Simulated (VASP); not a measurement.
# PtSe2 in VASP: settings compared, part 2 of 2

VASP 6.6.1. The steps go on from the part before.

### Step 3. Single point, PBE

This run uses another cell than the first one, of 33.40 Å³/atom, 0.484 times its volume.

Contents of INCAR:

```
SYSTEM = PtSe2
ALGO     = Fast           ! electronic algorithm
DIPOL    = 0.5 0.5 0.500
EDIFF    = 1E-6           ! SCF threshold, eV
ENCUT    = 520            ! plane-wave cutoff, eV
GGA      = PE             ! functional
IDIPOL   = 3            
ISIF     = 2              ! what is computed and relaxed
ISMEAR   = 0              ! smearing method
LASPH    = .TRUE.         ! aspherical terms in the spheres
LCHARG   = .TRUE.         ! write CHGCAR
LDIPOL   = .TRUE.       
LELF     = .TRUE.         ! ELF
LREAL    = .FALSE.        ! projectors in reciprocal space
LVACPOTAV= .TRUE.       
LVHAR    = .TRUE.       
LWAVE    = .FALSE.        ! write WAVECAR
NBANDS   = 31             ! bands
NELM     = 100            ! most SCF steps
PREC     = Accurate       ! precision mode
SIGMA    = 0.05           ! smearing width, eV
```

Contents of KPOINTS:

```
k-points
0
G
  12 12 1
  0 0 0
```

Contents of POSCAR:

```
PtSe2
1.0
    3.7348918530      0.0000000000      0.0000000000
   -1.8674459270      3.2345112250      0.0000000000
    0.0000000000      0.0000000000     16.5866528580
Se Pt
4 2
Direct
    0.6666666667      0.3333333333      0.2713024767
    0.3333333333      0.6666666667      0.4286441791
    0.6666666667      0.3333333333      0.5713558209
    0.3333333333      0.6666666667      0.7286975233
    0.0000000000      0.0000000000      0.3509456961
    0.0000000000      0.0000000000      0.6490543039
```

Potentials or basis: VASP PAW PBE potentials, release 64 (Se, Pt).

The run is started by

```
cat potpaw_PBE.64/Se/POTCAR potpaw_PBE.64/Pt/POTCAR > POTCAR
mpirun -np 1 vasp_std > vasp.out
```

OUTCAR:

```text
SYSTEM = PtSe2
   EDIFF = 1E-6
   ENCUT = 520
   GGA = PE
   ISIF = 2
   ISMEAR = 0
   LASPH = .TRUE.
   LREAL = .FALSE.
   NELM = 100
   PREC = Accurate

 ion  position               nearest neighbor table
   1  0.667  0.333  0.271-   5 2.53   5 2.53   5 2.53
   2  0.333  0.667  0.429-   5 2.51   5 2.51   5 2.51
   3  0.667  0.333  0.571-   6 2.51   6 2.51   6 2.51
   4  0.333  0.667  0.729-   6 2.53   6 2.53   6 2.53
   5  0.000  0.000  0.351-   2 2.51   2 2.51   2 2.51   1 2.53   1 2.53   1 2.53
   6  0.000  0.000  0.649-   3 2.51   3 2.51   3 2.51   4 2.53   4 2.53   4 2.53

  LATTYP: Found a hexagonal cell.
 ALAT       =     3.7348918530
 C/A-ratio  =     4.4409995017

  Lattice vectors:

 A1 = (   3.7348918530,   0.0000000000,   0.0000000000)
 A2 = (  -1.8674459270,   3.2345112250,   0.0000000000)
 A3 = (   0.0000000000,   0.0000000000,  16.5866528580)

Analysis of symmetry for initial positions (statically):
=====================================================================
 Subroutine PRICEL returns:
 Original cell was already a primitive cell.

 Routine SETGRP: Setting up the symmetry group for a
 hexagonal supercell.

 Subroutine GETGRP returns: Found 12 space group operations
 (whereof 12 operations were pure point group operations)
 out of a pool of 24 trial point group operations.

The static configuration has the point symmetry D_3d.

Analysis of symmetry for dynamics (positions and initial velocities):
=====================================================================
 Subroutine PRICEL returns:
 Original cell was already a primitive cell.

 Routine SETGRP: Setting up the symmetry group for a
 hexagonal supercell.

 Subroutine GETGRP returns: Found 12 space group operations
 (whereof 12 operations were pure point group operations)
 out of a pool of 24 trial point group operations.

The dynamic configuration has the point symmetry D_3d.

 Subroutine INISYM returns: Found 12 space group operations
[... 127 lines left out ...]
   IVDW    =     0    specifies the selected vdW correction
   LEPSILON=     F    determine dielectric tensor
   LRPA    =     F    only Hartree local field effects (RPA)
 non-spin polarized calculation
 RMM-DIIS sequential band-by-band and
 Gauss-broadening in eV      SIGMA  =   0.05
  energy-cutoff  :      520.00
  volume of cell :      200.38
 maximum number of plane-waves:      5422
 NGX is ok and might be reduce to    28
   NGX = 13   NGY = 13   NGZ = 61

 dipolmoment           0.000000      0.000000      0.000000 electrons x Angstroem

 number of electron      43.9999993 magnetization

 dipolmoment           0.000000      0.000000     -0.000000 electrons x Angstroem

 Free energy of the ion-electron system (eV)
  ---------------------------------------------------
  ext. energy  EPLUGINS =         0.00000000
  ---------------------------------------------------
  free energy    TOTEN  =       -28.48832591 eV

  energy without entropy =      -28.48831974  energy(sigma->0) =      -28.48832282

 E-fermi :   2.0801     XC(G=0):  -7.1886

 val. band max:        1.9582172491   @ k =   0.0833  -0.0000   0.0000
 cond. band min:       2.2019825041   @ k =   0.2500   0.0000   0.0000
 fundamental gap:      0.2437652550
 Fermi energy:         2.0801011553

 k-point     1 :       0.0000    0.0000    0.0000
  band No.  band energies     occupation
      1     -13.3347      2.00000
      2     -12.8520      2.00000
      3     -11.5277      2.00000
      4     -10.9067      2.00000
      5      -4.6085      2.00000
      6      -4.1032      2.00000
[... 635 lines left out ...]
     30       9.1873      0.00000
     31       9.7848      0.00000

------------------------ aborting loop because EDIFF is reached ----------------------------------------

  FORCE on cell =-STRESS in cart. coord.  units (eV):
  Direction    XX          YY          ZZ          XY          YZ          ZX
  --------------------------------------------------------------------------------------
  -------------------------------------------------------------------------------------
  Total        2.3245171      2.3245171      1.5259540     -0.0000000      0.0000000      0.0000000
  in kB       18.5865109     18.5865109     12.2013130     -0.0000000      0.0000000      0.0000000
  external PRESSURE =      16.4581116 kB  Pullay stress =       0.0000000 kB

 VOLUME and BASIS-vectors are now :
 -----------------------------------------------------------------------------
  energy-cutoff  :      520.00
  volume of cell :      200.38
      direct lattice vectors                 reciprocal lattice vectors
     3.734891853  0.000000000  0.000000000     0.267745370  0.154582861  0.000000000
    -1.867445927  3.234511225  0.000000000     0.000000000  0.309165723  0.000000000
     0.000000000  0.000000000 16.586652858     0.000000000  0.000000000  0.060289439

 POSITION                                       TOTAL-FORCE (eV/Angst)
 -----------------------------------------------------------------------------------
      1.86745      1.07817      4.50000        -0.000000      0.000000     -0.112342
     -0.00000      2.15634      7.10977         0.000000     -0.000000     -0.054113
      1.86745      1.07817      9.47688         0.000000      0.000000      0.054113
     -0.00000      2.15634     12.08665         0.000000      0.000000      0.112342
      0.00000      0.00000      5.82101        -0.000000      0.000000     -0.114411
      0.00000      0.00000     10.76564        -0.000000     -0.000000      0.114411
 -----------------------------------------------------------------------------------
    total drift:                                0.000000      0.000000     -0.000000

  FREE ENERGIE OF THE ION-ELECTRON SYSTEM (eV)
  ---------------------------------------------------
  free  energy   TOTEN  =       -28.4883259120 eV

  energy  without entropy=      -28.4883197367  energy(sigma->0) =      -28.48832282

 vacuum level on the upper side and lower side of the slab         6.752         6.752
```

It took 1.7 min on 1 thread of Intel Xeon Platinum 8488C (Sapphire Rapids), shared host; peak memory 0.35 GiB.

Results:

| Item | Value |
| --- | --- |
| Free energy | -28.4883 eV |
| Largest force | 0.114 eV/Å |
| Band gap on the k mesh | 0.24 eV, indirect (least direct gap 0.93 eV) |
| Ionisation potential of the upper face | 4.79 eV |

Forces in eV/Å, atoms in the order of the input:
```
Se   0.000  0.000 -0.112
Se   0.000  0.000 -0.054
Se   0.000  0.000  0.054
Se   0.000  0.000  0.112
Pt   0.000  0.000 -0.114
Pt   0.000  0.000  0.114
```

Caveat: spin-orbit coupling is left out, which moves the levels of the heavy elements. Expect the measured gap to be larger: semilocal functionals such as PBE lack the derivative discontinuity.
